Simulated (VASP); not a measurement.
These are PBEsol GGA, VASP's PBE PAW potentials (set 64) (plane waves; VASP 6.6.1) values and carry that method's errors.

The input files of a VASP run:

### KPOINTS
```
Automatic mesh
0
Gamma
7 7 7
0 0 0
```

### POSCAR
```
BaF2
1.0
  0.0000000000   2.8322830736   2.8322830736
  2.8322830736   0.0000000000   2.8322830736
  2.8322830736   2.8322830736   0.0000000000
Ba F
1 2
Direct
  1.0000000000   0.0000000000   1.0000000000
  0.2500000000   0.2500000000   0.2500000000
  0.7500000000   0.7500000000   0.7500000000
```

### INCAR
```
SYSTEM=BaF2
PREC=Accurate; ENCUT=620; LREAL=.False.
LASPH=.True.
EDIFF=1E-6; NELM=100; ALGO=Normal
LMAXMIX=4
ISMEAR=0; SIGMA=0.05
GGA=PS
IBRION=2; NSW=40; ISIF=3
EDIFFG=-0.02; PSTRESS=300
LWAVE=.False.; LCHARG=.False.
```

POTCAR, in this order: Ba_sv F (PBE.64 set). Program: vasp_std.

The resulting files:

File OSZICAR:
```
       N       E                     dE             d eps       ncg     rms          rms(c)
DAV:   1     0.167051807420E+03    0.16705E+03   -0.15534E+04   648   0.167E+03
DAV:   2    -0.123203065126E+02   -0.17937E+03   -0.17616E+03   816   0.323E+02
DAV:   3    -0.180975096509E+02   -0.57772E+01   -0.57710E+01   872   0.651E+01
DAV:   4    -0.181649325664E+02   -0.67423E-01   -0.67416E-01   800   0.629E+00
DAV:   5    -0.181665229049E+02   -0.15903E-02   -0.15903E-02   904   0.614E-01    0.119E+01
DAV:   6    -0.166384598821E+02    0.15281E+01   -0.73037E+00   640   0.257E+01    0.749E+00
DAV:   7    -0.166325136487E+02    0.59462E-02   -0.40607E-01   808   0.560E+00    0.397E+00
DAV:   8    -0.166344779160E+02   -0.19643E-02   -0.59671E-02   680   0.277E+00    0.393E-01
DAV:   9    -0.166365486231E+02   -0.20707E-02   -0.24469E-02   704   0.131E+00    0.136E-01
DAV:  10    -0.166385388297E+02   -0.19902E-02   -0.38582E-03   648   0.501E-01    0.999E-02
DAV:  11    -0.166386067839E+02   -0.67954E-04   -0.20781E-04   816   0.137E-01    0.175E-02
DAV:  12    -0.166386128304E+02   -0.60465E-05   -0.10353E-05   672   0.272E-02    0.663E-03
DAV:  13    -0.166386131480E+02   -0.31762E-06   -0.57405E-06   840   0.194E-02
   1 F= -.81301595E+01 E0= -.81301595E+01  d E =-.813016E+01
```

OUTCAR:
```
------------------------ aborting loop because EDIFF is reached ----------------------------------------
  FORCE on cell =-STRESS in cart. coord.  units (eV):
  Direction    XX          YY          ZZ          XY          YZ          ZX
  --------------------------------------------------------------------------------------
  Total        8.5106058      8.5106058      8.5106058     -0.0000000     -0.0000000      0.0000000
  in kB      300.0758805    300.0758805    300.0758805     -0.0000000     -0.0000000      0.0000000
  external PRESSURE =       0.0758805 kB  Pullay stress =     300.0000000 kB
  volume of cell :       45.44
      direct lattice vectors                 reciprocal lattice vectors
     0.000000000  2.832283074  2.832283074    -0.176536027  0.176536027  0.176536027
     2.832283074  0.000000000  2.832283074     0.176536027 -0.176536027  0.176536027
     2.832283074  2.832283074  0.000000000     0.176536027  0.176536027 -0.176536027
 POSITION                                       TOTAL-FORCE (eV/Angst)
 -----------------------------------------------------------------------------------
      0.00000      0.00000      0.00000        -0.000000      0.000000     -0.000000
      1.41614      1.41614      1.41614        -0.000000     -0.000000      0.000000
      4.24842      4.24842      4.24842         0.000000      0.000000     -0.000000
 -----------------------------------------------------------------------------------
    total drift:                                0.000000      0.000000      0.000000
  FREE ENERGIE OF THE ION-ELECTRON SYSTEM (eV)
  ---------------------------------------------------
  free  energy   TOTEN  =       -16.6386131480 eV

  energy  without entropy=      -16.6386131480  energy(sigma->0) =      -16.63861315
  enthalpy is  TOTEN    =        -8.1301594714 eV   P V=        8.5084536765

 reached required accuracy - stopping structural energy minimisation
```
(Selected blocks of OUTCAR.)

The compound is BaF2 in the fluorite structure. It was relaxed first under an external pressure of 30 GPa.
